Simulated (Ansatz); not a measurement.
**AlN (NiAs type): optical response by level**

How does AlN (NiAs type) absorb light if electrons and holes don't interact? Plan: HSE06 for the gap; optics with PBE on 12×12×6; optics with r2SCAN on 12×12×6; optics with LDA on 12×12×6; optics with PBE and scissors to the HSE06 gap on 12×12×6.

Method: plane waves, PAW; no local fields, no excitons, in Ansatz 0.2.0.

### 1 The structure to begin with

The structure is hexagonal, space group P6_3/mmc (No. 194). Conventional cell: a = 2.833 Å, b = 2.833 Å, c = 4.841 Å, α = 90.00°, β = 90.00°, γ = 120.00°. Around Al (site symmetry -3m) lie 6 N at 2.03 Å. N (site symmetry -6m2) has 6 Al at 2.03 Å as nearest neighbours.

Coordinates:

```cif
data_structure
_symmetry_space_group_name_H-M 'P 1'
_symmetry_Int_Tables_number 1
_cell_length_a 2.8329
_cell_length_b 2.8329
_cell_length_c 4.8410
_cell_angle_alpha 90.000
_cell_angle_beta 90.000
_cell_angle_gamma 120.000
_cell_volume 33.64
loop_
_atom_site_label
_atom_site_type_symbol
_atom_site_fract_x
_atom_site_fract_y
_atom_site_fract_z
_atom_site_occupancy
Al1 Al 0.00000 0.00000 0.00000 1
Al2 Al 0.00000 0.00000 0.50000 1
N1 N 0.33333 0.66667 0.25000 1
N2 N 0.66667 0.33333 0.75000 1
```

The cell was relaxed beforehand with r2SCAN; those runs aren't shown.

### 2 HSE06 levels at special points

input.yaml

```yaml
crystal:
  lattice:
    - [2.8328531146, 0.0, 0.0]
    - [-1.4164265573, 2.4533227624, 0.0]
    - [0.0, 0.0, 4.8410108389]
  atoms:
    - { symbol: Al, position: [0.0, 0.0, 0.0] }
    - { symbol: Al, position: [0.0, 0.0, 0.5] }
    - { symbol: "N", position: [0.3333333333, 0.6666666667, 0.25] }
    - { symbol: "N", position: [0.6666666667, 0.3333333333, 0.75] }
kpoints:
  mp_grid: { grid: [6, 6, 4] }
  band_path:
    path:
      - [0.0, 0.0, 0.0]
      - [0.5, 0.0, 0.0]
      - [0.3333333333, 0.3333333333, 0.0]
      - [0.0, 0.0, 0.5]
      - [0.5, 0.0, 0.5]
      - [0.3333333333, 0.3333333333, 0.5]
      - [0.0, -0.5, 0.317708]
    npoints: 1
hamiltonian:
  xc: hse06
scf:
  occupations: { method: fixed }
  n_extra_bands: 5
output:
  forces: true
  stress: true
  eigenvalues: true
  write_density: true
  write_potential: true
  elf: true
  volumetric_format: npy
```

On the command line:

```bash
$ ansatz run input.yaml --threads 4 --pin off --max-ram 3686MiB --backend cpu --events-out ev --progress --plain --runs-dir out
```

Standard output, shortened:

```text
Warning: output.stress: scf.convergence.dr2_threshold = 1e-7 eV (the SCF's general default) is looser than the 4e-10 eV advised for a printed stress (1e-10 eV for each atom of the cell: 4). What an SCF threshold leaves in a stress goes as its square root, and in the free energy as the [...]
Warning: output.stress: scf.exx.energy_threshold = 1e-6 eV is looser than the 4e-8 eV advised for a stress under a hybrid functional (1e-8 eV for each atom of the cell: 4). Every SCF of the exchange loop can meet its threshold on dr2 while the loop round them stops early: no threshold on [...]
Warning: RAYON_NUM_THREADS=4 ignored (pool sized by the plan → 4); use --threads N
scf.n_extra_bands = 5 over 8 filled bands (N_el = 16.0): the run solves 13 bands
[...]
Pseudopotentials: kind: paw
Pseudopotential: Al, paw, valence charge 3, recommended cutoff 420 eV (normal), Al.paw.azcp
Pseudopotential: N, paw, valence charge 5, recommended cutoff 420 eV (normal), N.paw.azcp
Functional definition: HSE06
[...]
hybrid SCF converged: 2 outer / 8 inner (+2 warm-up), last move |dexx| = 4.82e-7 eV, tail = 1.56e-8 eV
Stability not checked: this state was not tested for a lower state beside it, because the functional holds exact exchange (a hybrid, or Hartree-Fock), whose exchange loop this test does not read (fock_operator; see scf.lower_state_search)
Free energy (F): -1848.141619 eV
Frozen-core exchange: fock
[...]
E sigma→0 (E₀):  -1848.141619 eV
Fermi energy:    10.194437 eV
[...]
--- Forces (eV/Å), atoms counted from 1 ---
  atom   1  Al    -0.00000000     0.00000000    -0.00000000
  atom   2  Al    -0.00000000     0.00000000     0.00000000
  atom   3  N     -0.00000000    -0.00000000     0.00000000
  atom   4  N     -0.00000000     0.00000000     0.00000000
[...]
--- Stress (GPa, compression-positive) ---
       -2.044819       0.000000       0.000000
        0.000000      -2.044819       0.000000
        0.000000       0.000000      -1.028328
  P = ⅓ Tr σ = -1.7060 GPa (-17.060 kbar)
--- Band table (eV; the first three rows and the last of 21) ---
  k-point 0: bands = ["-8.9412", "-5.8478", "0.9435", "9.2502", "9.2502", "9.6502", "10.1944", "10.1944", "16.8810", "18.0126", "20.6136", "24.3531", "24.3531"]
[...]
```

It took 30 s on 4 threads of AMD EPYC 7R43 (Zen 3), shared host; peak memory 0.75 GiB.

HSE06 puts the least direct gap over the mesh and the named points at 6.687 eV, and the least gap at 6.297 eV.

### 3 Optics, PBE

input.yaml

```yaml
crystal:
  lattice:
    - [2.8328531146, 0.0, 0.0]
    - [-1.4164265573, 2.4533227624, 0.0]
    - [0.0, 0.0, 4.8410108389]
  atoms:
    - { symbol: Al, position: [0.0, 0.0, 0.0] }
    - { symbol: Al, position: [0.0, 0.0, 0.5] }
    - { symbol: "N", position: [0.3333333333, 0.6666666667, 0.25] }
    - { symbol: "N", position: [0.6666666667, 0.3333333333, 0.75] }
kpoints:
  mp_grid: { grid: [12, 12, 6] }
hamiltonian:
  xc: pbe
scf:
  occupations: { method: fixed }
output:
  optics: { e_range: [0, 20], de: 0.05, sigma: 0.1, bands: auto }
```

On the command line:

```bash
$ ansatz run input.yaml --threads 4 --pin off --max-ram 3686MiB --backend cpu --events-out ev --progress --plain --runs-dir out
```

Standard output:

```text
Warning: RAYON_NUM_THREADS=4 ignored (pool sized by the plan → 4); use --threads N
Engine: ansatz 0.2.0, x86_64-unknown-linux-gnu
Pseudopotentials: kind: paw
Pseudopotential: Al, paw, valence charge 3, recommended cutoff 420 eV (normal), Al.paw.azcp
Pseudopotential: N, paw, valence charge 5, recommended cutoff 420 eV (normal), N.paw.azcp
Functional definition: PBE
  parameter kappa = 0.804
  parameter beta = 0.06672455060314922
  exchange = pbe_x(kappa = kappa, mu = beta*pi^2/3)
  correlation = pbe_c(beta = beta)
Crystal: 4 atoms, lattice volume = 33.645 Å³
Basis set: ecut = 420 eV, 665 PW (Γ)
Bands: 12, of which v1, the nominal top of the filled ones, is band 8 counted from 1 (7 counted from 0)
Symmetry: 24 space group operations
Space group: P63/mmc (ITA 194), of the structure as read, at distance tolerance 3.2e-5 Å
k-points: 76 of 864
Non-local potential: Al, projectors of the file, l = 0: 2, l = 1: 2, l = 2: 1
Non-local potential: N, projectors of the file, l = 0: 2, l = 1: 2, l = 2: 1
PAW form: soft (Blöchl's): semilocal exchange-correlation on the pseudo side does not see the compensation charge
PAW one-centre angular grid: Al, 110 points (default); XC on 64 Gauss nodes
PAW one-centre angular grid: N, 110 points (default); XC on 64 Gauss nodes
Initial density: superposition of atomic densities (neutral atoms: chi_scale 0, normalization atom), corrected by the library's trained network
Initial wavefunctions: pseudopotential atomic-orbital guess
Functional: x = pbe(κ = 0.804, μ = 0.2195149727645171), c = pbe(β = 0.06672455060314922)
SCF iter   1: F=—  HF=-1847.181094 eV  |F-HF|=—  |Δ(HF+E_count)|=         —  Δρ=3.81e-3  dr2=4.05e-3  ethr=1.77e-3  ⟨swp⟩=5.1  Hψ=5123  notcnv=0  defer=135
preconditioner: auto → none  [insulator: Δε(μ)=4.881 eV  Ē_g=14.332 eV  n_scr=2 (ndim 8)  ℏωp=25.6 eV  f_vac=0.000  ε∞_Penn≈4.2]
SCF iter   2: F=—  HF=-1847.180323 eV  |F-HF|=—  |Δ(HF+E_count)|=   7.71e-4  Δρ=1.67e-3  dr2=4.92e-4  ethr=2.53e-5  ⟨swp⟩=2.7  Hψ=2196  notcnv=0  defer=150
SCF iter   3: F=—  HF=-1847.180273 eV  |F-HF|=—  |Δ(HF+E_count)|=   5.04e-5  Δρ=6.73e-4  dr2=4.79e-5  ethr=3.07e-6  ⟨swp⟩=2.0  Hψ=1447  notcnv=0  defer=144
SCF iter   4: F=—  HF=-1847.180315 eV  |F-HF|=—  |Δ(HF+E_count)|=   4.24e-5  Δρ=7.62e-5  dr2=5.18e-7  ethr=2.99e-7  ⟨swp⟩=2.0  Hψ=1520  notcnv=0  defer=71
SCF iter   5: F=—  HF=-1847.180317 eV  |F-HF|=—  |Δ(HF+E_count)|=   2.09e-6  Δρ=4.53e-6  dr2=2.07e-9  ethr=3.24e-9  ⟨swp⟩=2.9  Hψ=1635  notcnv=0  defer=27
SCF iter   6: F=—  HF=-1847.180317 eV  |F-HF|=—  |Δ(HF+E_count)|=   5.28e-9  Δρ=4.91e-7  dr2=2.38e-11  ethr=1.29e-11  ⟨swp⟩=2.2  Hψ=1460  notcnv=0  defer=27
SCF iter   7: F=-1847.180317 eV  HF=-1847.180317 eV  |F-HF|=6.82e-13  |Δ(HF+E_count)|=  1.86e-11  Δρ=1.39e-8  dr2=2.42e-14  ethr=1.00e-12  ⟨swp⟩=3.9  Hψ=3677  notcnv=0
SCF 1 converged in 7 iterations: F = -1847.180317 eV  dr2 = 2.42e-14
NSCF: frozen V_eff on 76 k-points
Optics k sum: 0 of 76 k-points
[...]
output.optics: what the bands over the 38 summed would add to eps1, eps2 and the energy-loss function is held between a lower and an upper bound (6 Lanczos steps). eps1, eps2 and their loss function (loss_summed_bands) are given on every row as the summed bands alone make them. Along an axis, on a row where the two bounds hold the loss function to about 1 % of the greater of itself and 0.5 % of |1/eps|, its cell (loss_completed) is given, with the completed eps1 and eps2 that it is formed of (a cell that is left empty reads nan in the table and null in the record). The two bounds hold it so along every axis on all 401 rows up to 20.000 eV. The run works to bound the rows up to 33.289 eV and no higher ones: a peak of the loss function over that energy may be left empty with no warning. To have the run work for it, set output.optics.bands.spectra_wanted_up_to to a higher energy. perfect_screening_sum, loss_f_sum_n_eff and, beside carriers, perfect_screening_limit are those of loss_summed_bands: over the bounded function the two sums would run over rows that are not all bounded, and lack what the bands left out lay past the top of the energy grid. Bounded is said of the bands left out alone, which are those that the basis at basis.ecutwfc holds: it says nothing of that cutoff, of the k-point mesh, of what the sum inside its cells errs by (eps2_relative_error), of the factors of all_electron_strengths, nor of how far the SCF is converged. The bands left out are taken at the k-points, and what their mean over the points' cells stands off that by is in neither bound: the run's estimate of it, which the test of a row counts in, is 0.03 % of |eps| at the most among the values given; where the mean stood off by over 0.5 % the points' spread read 0.1 to 3 times that
SCF converged after 7 iterations
Free energy (F): -1847.180317 eV
Harris-Foulkes:  -1847.180317 eV  (|F-HF|=6.82e-13)
Internal energy: -1847.180317 eV  (E = F + TS)
E sigma→0 (E₀):  -1847.180317 eV
Fermi energy:    11.045367 eV
--- Per-component energies (eV) ---
  E_band       = 73.461870
  E_kinetic    = 324.625437
  E_local      = -342.606381  (includes V_loc(G=0)·N_el)
  E_nonlocal   = 108.915105
  E_hartree    = 123.882114
  E_xc         = -206.059300
  E_vxc        = -219.346908  (∫ρ·V_xc dr)
  E_paw        = -1189.681556  (= ΣΔE_a)
  E_vpaw       = -45.889805  (= ΣTr[D̂ρ^β])
  E_aug_tail   = 0.000194  (compensation charges beyond the density's cutoff)
  E_ewald      = -666.255928
  E_smearing   = -0.000000  (= −TS)
  E_closure    = -0.000000  (closes the sum)
  Σ components = -1847.180317   (vs F -1847.180317, Δ=0.00e0)
--- Band table (eV; the first three rows and the last of 76) ---
  k-point 0: bands = ["-6.4532", "-3.5349", "2.4568", "10.1849", "10.1849", "10.4895", "11.0454", "11.0454", "16.2147", "17.4281", "19.9733", "23.5078"]
  k-point 1: bands = ["-6.3228", "-3.8655", "3.0065", "9.7186", "10.2394", "10.2394", "10.9850", "10.9850", "16.7027", "17.4843", "20.1009", "23.2034"]
  k-point 2: bands = ["-5.9404", "-4.5863", "4.3718", "8.0390", "10.3913", "10.3913", "10.8221", "10.8221", "17.4215", "17.6143", "20.5860", "22.4362"]
  k-point 75: bands = ["-2.3960", "-2.3960", "4.7599", "4.7599", "4.8838", "4.8838", "9.4257", "9.4257", "17.5786", "17.5786", "20.0135", "20.0135"]
```

It took 38 s on 4 threads of AMD EPYC 7R43 (Zen 3), shared host; peak memory 0.77 GiB.

optics.tsv begins:

```
# eps_inf(xx yy zz) = 5.311405 5.311405 5.552614
# eps_inf_bands = all
# eps_inf_summed_bands(xx yy zz) = 5.291307 5.291307 5.533926
# eps_inf_completed(xx yy zz) = 5.311405 5.311405 5.552614
# eps2_relative_error = 0.0004
# eps_inf_relative_error = 0.0037
# f_sum_n_eff(xx yy zz) = 13.418734 13.418734 13.547957 of n_electrons = 16.000000
# n_bands = 38
# n_bands_set_by = photon_energy
# valid_up_to_ev = 41.216099
# least_direct_gap_ev = 5.169308e0 at k(fractional) = 0.000000 0.000000 0.000000, k_point = 0, channel = 0, bands = 7 8 (counted from 0)
```

The dielectric function from optics.tsv (yy equals xx), one row in 11 (narrow peaks fall between the rows):

```tsv
E (eV)	ε₂ xx	ε₂ zz	ε₁ xx	ε₁ zz
5.00	0.00	0.00	7.36	7.68
5.55	0.51	0.01	8.20	8.72
6.10	0.79	0.61	9.21	10.21
6.65	2.57	1.48	10.73	12.76
7.20	4.89	5.45	12.33	17.14
7.75	7.01	15.23	11.70	15.72
8.30	12.91	18.80	9.92	-1.61
8.85	14.21	9.95	5.00	-0.97
9.40	12.42	9.36	-0.60	-0.63
9.95	9.26	7.65	-1.44	-0.85
10.50	7.67	6.53	-2.93	-1.09
11.05	5.84	5.51	-1.43	-0.52
11.60	5.03	5.86	-1.99	0.57
12.15	4.39	9.86	-0.53	-1.56
12.70	5.19	5.13	-0.82	-3.58
13.25	6.04	4.94	-2.10	-3.65
13.80	4.56	3.34	-4.03	-3.87
14.35	2.70	2.36	-2.94	-3.07
14.90	2.23	1.91	-2.50	-2.64
15.45	1.88	1.57	-2.20	-2.45
16.00	1.58	1.20	-1.94	-1.85
16.55	1.31	1.14	-1.87	-1.67
17.10	1.01	0.93	-1.49	-1.50
17.65	0.90	0.75	-1.26	-1.28
18.20	0.80	0.66	-1.12	-1.12
18.75	0.72	0.49	-0.95	-0.94
19.30	0.57	0.42	-0.85	-0.74
19.85	0.44	0.32	-0.68	-0.58
```

Tallest peaks of ε₂ (mean of the periodic axes): 15.7 at 8.15 eV, 13.3 at 9.05 eV, 8.7 at 10.20 eV.

### 4 Optics, r2SCAN

input.yaml, as its differences from that of step 3:

```diff
@@ -13,3 +13,3 @@
 hamiltonian:
-  xc: pbe
+  xc: r2scan
 scf:
```

On the command line:

```bash
$ ansatz run input.yaml --threads 4 --pin off --max-ram 3686MiB --backend cpu --events-out ev --progress --plain --runs-dir out
```

Standard output:

```text
Warning: RAYON_NUM_THREADS=4 ignored (pool sized by the plan → 4); use --threads N
Engine: ansatz 0.2.0, x86_64-unknown-linux-gnu
Pseudopotentials: kind: paw
Pseudopotential: Al, paw, valence charge 3, recommended cutoff 500 eV (meta_gga), Al.paw.azcp
Pseudopotential: N, paw, valence charge 5, recommended cutoff 500 eV (meta_gga), N.paw.azcp
Functional definition: r2SCAN
  parameter k0 = 0.174
  parameter k1 = 0.065
  parameter a1 = 4.9479
  exchange = r2scan_x(k0 = k0, k1 = k1, a1 = a1)
  correlation = r2scan_c
Crystal: 4 atoms, lattice volume = 33.645 Å³
Basis set: ecut = 500 eV, 845 PW (Γ), exchange–correlation on 96×96×144 points (64 copies of the dense FFT grid, shifted against one another)
Bands: 12, of which v1, the nominal top of the filled ones, is band 8 counted from 1 (7 counted from 0)
Symmetry: 24 space group operations
Space group: P63/mmc (ITA 194), of the structure as read, at distance tolerance 3.2e-5 Å
k-points: 76 of 864
Non-local potential: Al, projectors of the file, l = 0: 2, l = 1: 2, l = 2: 1
Non-local potential: N, projectors of the file, l = 0: 2, l = 1: 2, l = 2: 1
PAW form: soft (Blöchl's): semilocal exchange-correlation on the pseudo side does not see the compensation charge
PAW frozen core: Al, regenerated for the run's functional (the file was generated under x = pbe(κ = 0.804, μ = 0.2195149727645171), c = pbe(β = 0.06672455060314922))
PAW frozen core: N, regenerated for the run's functional (the file was generated under x = pbe(κ = 0.804, μ = 0.2195149727645171), c = pbe(β = 0.06672455060314922))
PAW one-centre angular grid: Al, 302 points (default); XC on 160 Gauss nodes
PAW one-centre angular grid: N, 302 points (default); XC on 160 Gauss nodes
Initial density: superposition of atomic densities (neutral atoms: chi_scale 0, normalization atom), corrected by the library's trained network
Initial wavefunctions: pseudopotential atomic-orbital guess
Functional: x = r2scan, c = r2scan; τ floored in thin density (d = 2e-4 eV/Å³)
SCF iter   1: F=—  HF=-1855.374474 eV  |F-HF|=—  |Δ(HF+E_count)|=         —  Δρ=6.34e-3  dr2=9.41e-3  dr2_τ=3.01e-1  ethr=1.77e-3  ⟨swp⟩=5.1  Hψ=5182  notcnv=0  defer=137
preconditioner: auto → none  [insulator: Δε(μ)=5.555 eV  Ē_g=15.450 eV  n_scr=2 (ndim 8)  ℏωp=25.6 eV  f_vac=0.000  ε∞_Penn≈3.7]
SCF iter   2: F=—  HF=-1855.608570 eV  |F-HF|=—  |Δ(HF+E_count)|=   2.34e-1  Δρ=5.21e-3  dr2=5.81e-3  dr2_τ=1.25e-4  ethr=5.88e-5  ⟨swp⟩=3.0  Hψ=2445  notcnv=0  defer=150
SCF iter   3: F=—  HF=-1855.609939 eV  |F-HF|=—  |Δ(HF+E_count)|=   1.37e-3  Δρ=3.94e-3  dr2=5.75e-3  dr2_τ=3.82e-4  ethr=3.63e-5  ⟨swp⟩=2.9  Hψ=1782  notcnv=0  defer=149
SCF iter   4: F=—  HF=-1855.609111 eV  |F-HF|=—  |Δ(HF+E_count)|=   8.28e-4  Δρ=1.27e-3  dr2=4.89e-4  dr2_τ=1.93e-5  ethr=3.59e-5  ⟨swp⟩=2.7  Hψ=1600  notcnv=0  defer=149
SCF iter   5: F=—  HF=-1855.609120 eV  |F-HF|=—  |Δ(HF+E_count)|=   9.07e-6  Δρ=5.76e-4  dr2=1.11e-4  dr2_τ=2.50e-6  ethr=3.06e-6  ⟨swp⟩=2.4  Hψ=1202  notcnv=0  defer=117
SCF iter   6: F=—  HF=-1855.609113 eV  |F-HF|=—  |Δ(HF+E_count)|=   6.64e-6  Δρ=7.29e-5  dr2=1.56e-6  dr2_τ=2.40e-8  ethr=6.93e-7  ⟨swp⟩=2.3  Hψ=1396  notcnv=0  defer=50
SCF iter   7: F=—  HF=-1855.609114 eV  |F-HF|=—  |Δ(HF+E_count)|=   3.54e-8  Δρ=2.42e-5  dr2=2.07e-7  dr2_τ=7.28e-9  ethr=9.72e-9  ⟨swp⟩=2.2  Hψ=1451  notcnv=0  defer=23
SCF iter   8: F=—  HF=-1855.609113 eV  |F-HF|=—  |Δ(HF+E_count)|=   7.90e-9  Δρ=1.75e-6  dr2=1.01e-9  dr2_τ=2.23e-11  ethr=1.29e-9  ⟨swp⟩=2.2  Hψ=1394  notcnv=0  defer=23
SCF iter   9: F=—  HF=-1855.609113 eV  |F-HF|=—  |Δ(HF+E_count)|=  6.87e-11  Δρ=2.41e-7  dr2=2.16e-11  dr2_τ=9.90e-13  ethr=6.31e-12  ⟨swp⟩=2.1  Hψ=1481  notcnv=0  defer=22
SCF iter  10: F=-1855.609113 eV  HF=-1855.609113 eV  |F-HF|=1.14e-12  |Δ(HF+E_count)|=  1.36e-12  Δρ=6.46e-9  dr2=1.38e-14  dr2_τ=6.44e-16  ethr=1.00e-12  ⟨swp⟩=4.0  Hψ=3768  notcnv=0
SCF 1 converged in 10 iterations: F = -1855.609113 eV  dr2 = 1.38e-14
NSCF: frozen V_eff on 76 k-points
Optics k sum: 0 of 76 k-points
[...]
output.optics: what the bands over the 38 summed would add to eps1, eps2 and the energy-loss function is held between a lower and an upper bound (7 Lanczos steps). eps1, eps2 and their loss function (loss_summed_bands) are given on every row as the summed bands alone make them. Along an axis, on a row where the two bounds hold the loss function to about 1 % of the greater of itself and 0.5 % of |1/eps|, its cell (loss_completed) is given, with the completed eps1 and eps2 that it is formed of (a cell that is left empty reads nan in the table and null in the record). The two bounds hold it so along every axis on all 401 rows up to 20.000 eV. The run works to bound the rows up to 33.289 eV and no higher ones: a peak of the loss function over that energy may be left empty with no warning. To have the run work for it, set output.optics.bands.spectra_wanted_up_to to a higher energy. perfect_screening_sum, loss_f_sum_n_eff and, beside carriers, perfect_screening_limit are those of loss_summed_bands: over the bounded function the two sums would run over rows that are not all bounded, and lack what the bands left out lay past the top of the energy grid. Bounded is said of the bands left out alone, which are those that the basis at basis.ecutwfc holds: it says nothing of that cutoff, of the k-point mesh, of what the sum inside its cells errs by (eps2_relative_error), of the factors of all_electron_strengths, nor of how far the SCF is converged. The bands left out are taken at the k-points, and what their mean over the points' cells stands off that by is in neither bound: the run's estimate of it, which the test of a row counts in, is 0.02 % of |eps| at the most among the values given; where the mean stood off by over 0.5 % the points' spread read 0.1 to 3 times that
SCF converged after 10 iterations
Free energy (F): -1855.609113 eV
Harris-Foulkes:  -1855.609113 eV  (|F-HF|=1.14e-12)
Internal energy: -1855.609113 eV  (E = F + TS)
E sigma→0 (E₀):  -1855.609113 eV
Fermi energy:    10.863862 eV
--- Per-component energies (eV) ---
  E_band       = 65.821935
  E_kinetic    = 326.687689
  E_local      = -343.975703  (includes V_loc(G=0)·N_el)
  E_nonlocal   = 106.448927
  E_hartree    = 125.887895
  E_xc         = -199.993739
  E_vxc        = -241.717063  (∫ρ·V_xc dr)
  E_paw        = -1204.228947  (= ΣΔE_a)
  E_vpaw       = -46.318613  (= ΣTr[D̂ρ^β])
  E_aug_tail   = 0.000036  (compensation charges beyond the density's cutoff)
  E_vtau       = 12.920868  (kinetic-family band-sum trace: ∫τ·v_τ [+ j·A + Jᵃ·Aᵃ] dr)
  E_ewald      = -666.255928
  E_core_change = -0.179345  (= ΣΔE_core)
  E_smearing   = -0.000000  (= −TS)
  E_closure    = 0.000000  (closes the sum)
  Σ components = -1855.609113   (vs F -1855.609113, Δ=0.00e0)
--- Band table (eV; the first three rows and the last of 76) ---
  k-point 0: bands = ["-7.5059", "-4.6176", "2.1222", "9.9479", "9.9479", "10.2828", "10.8639", "10.8639", "16.7765", "17.9446", "20.4723", "24.2826"]
  k-point 1: bands = ["-7.3738", "-4.9320", "2.6649", "9.5059", "10.0058", "10.0058", "10.7991", "10.7991", "17.2673", "18.0023", "20.6237", "23.9708"]
  k-point 2: bands = ["-6.9872", "-5.6342", "4.0376", "7.7898", "10.1666", "10.1666", "10.6246", "10.6246", "17.9830", "18.1379", "21.2086", "23.3670"]
  k-point 75: bands = ["-3.4738", "-3.4738", "4.4445", "4.4445", "4.5619", "4.5619", "9.1531", "9.1531", "18.1596", "18.1596", "20.8233", "20.8233"]
```

Wall time 48 s (4 threads of AMD EPYC 7R43 (Zen 3), shared host); peak memory 0.92 GiB.

From the head of optics.tsv:

```
# eps_inf(xx yy zz) = 4.777057 4.777057 4.952706
# eps_inf_bands = all
# eps_inf_summed_bands(xx yy zz) = 4.758481 4.758481 4.935509
# eps_inf_completed(xx yy zz) = 4.777057 4.777057 4.952706
# eps2_relative_error = 0.0004
# eps_inf_relative_error = 0.0037
# f_sum_n_eff(xx yy zz) = 14.160216 14.160216 14.296329 of n_electrons = 16.000000
# n_bands = 38
# n_bands_set_by = photon_energy
# valid_up_to_ev = 43.120293
# least_direct_gap_ev = 5.912636e0 at k(fractional) = 0.000000 0.000000 0.000000, k_point = 0, channel = 0, bands = 7 8 (counted from 0)
```

The dielectric function from optics.tsv (yy equals xx), one row in 10 (narrow peaks fall between the rows):

```tsv
E (eV)	ε₂ xx	ε₂ zz	ε₁ xx	ε₁ zz
5.75	0.00	0.00	6.79	7.00
6.25	0.41	0.00	7.48	7.79
6.75	0.65	0.42	8.18	8.96
7.25	1.42	0.82	9.86	10.45
7.75	3.04	2.48	10.58	13.19
8.25	5.65	8.74	10.44	16.15
8.75	8.02	17.80	12.07	13.23
9.25	12.33	14.75	8.19	-2.04
9.75	13.88	8.90	4.46	-0.58
10.25	11.65	8.19	-0.33	-0.62
10.75	8.74	7.05	-1.37	-0.33
11.25	8.14	6.54	-2.01	-0.87
11.75	5.59	5.35	-1.89	-0.52
12.25	5.66	5.07	-1.51	0.43
12.75	4.26	6.22	-1.35	1.34
13.25	4.58	8.37	0.05	-2.46
13.75	5.14	4.86	-0.57	-3.02
14.25	5.60	4.69	-2.04	-3.34
14.75	4.83	3.48	-3.20	-3.44
15.25	2.66	2.47	-2.86	-2.96
15.75	2.37	2.05	-2.35	-2.52
16.25	1.97	1.73	-2.10	-2.22
16.75	1.74	1.27	-1.88	-2.02
17.25	1.51	1.18	-1.69	-1.57
17.75	1.20	1.09	-1.65	-1.48
18.25	0.99	0.91	-1.34	-1.34
18.75	0.89	0.76	-1.14	-1.19
19.25	0.81	0.68	-1.01	-1.01
19.75	0.72	0.53	-0.85	-0.90
```

Tallest peaks of ε₂ (mean of the periodic axes): 14.6 at 9.00 eV, 12.4 at 9.85 eV, 7.8 at 11.15 eV.

[end of part 1 of 2]
